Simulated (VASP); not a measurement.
Wanted: the native input for a VASP 6.6.1 run.

```
Task                   : relaxation of cell and atoms
Functional             : PBE
Dispersion             : D3(BJ)
Potentials or basis    : VASP PAW PBE potentials, release 64 (Ga_d, As)
Cutoff                 : 520 eV
k mesh                 : 10 × 10 × 10
Occupations            : gaussian, width 0.02 eV
Spin                   : no spin polarisation
Further INCAR settings : ALGO = Fast; EDIFF = 1e-07; IBRION = 2; EDIFFG = -0.002; NSW = 80; ISIF = 3
```

The structure of GaAs lies in POSCAR:

```
GaAs                                    
1.0
    0.0000000000      2.8404187157      2.8404187157
    2.8404187157      0.0000000000      2.8404187157
    2.8404187157      2.8404187157      0.0000000000
  Ga              As            
     1     1
Direct
     0.0000000000000000    0.0000000000000000    0.0000000000000000
     0.2500000000000000    0.2500000000000000    0.2500000000000000
```

These files were run (other wordings do the same):

INCAR

```
PREC = Accurate
ENCUT = 520
EDIFF = 1E-7
ISMEAR = 0
SIGMA = 0.02
LREAL = F
LASPH = T
NELM = 80
ALGO = Fast
ISIF = 3
LWAVE = F
LCHARG = F
GGA = PE
IVDW = 12
IBRION = 2
NSW = 80
EDIFFG = -0.002
```

KPOINTS

```
Automatic mesh
0
Gamma
  10 10 10
```

Potentials or basis: VASP PAW PBE potentials, release 64 (Ga_d, As).

Run with:

```sh
$ cat potpaw_PBE.64/Ga_d/POTCAR potpaw_PBE.64/As/POTCAR > POTCAR
$ mpirun -np 1 vasp_std > vasp.out
```

It gave:

- Pressure after relaxing: 0.0 GPa
- Band gap on the k mesh: 0.41 eV, direct
- Dispersion energy per atom: -0.320 eV

Caveat: the relaxation stopped at its first step, so nothing moved.

It took 19 s on 1 thread of AMD EPYC 9R14 (Zen 4), with other jobs on the host, peak memory 0.16 GiB.
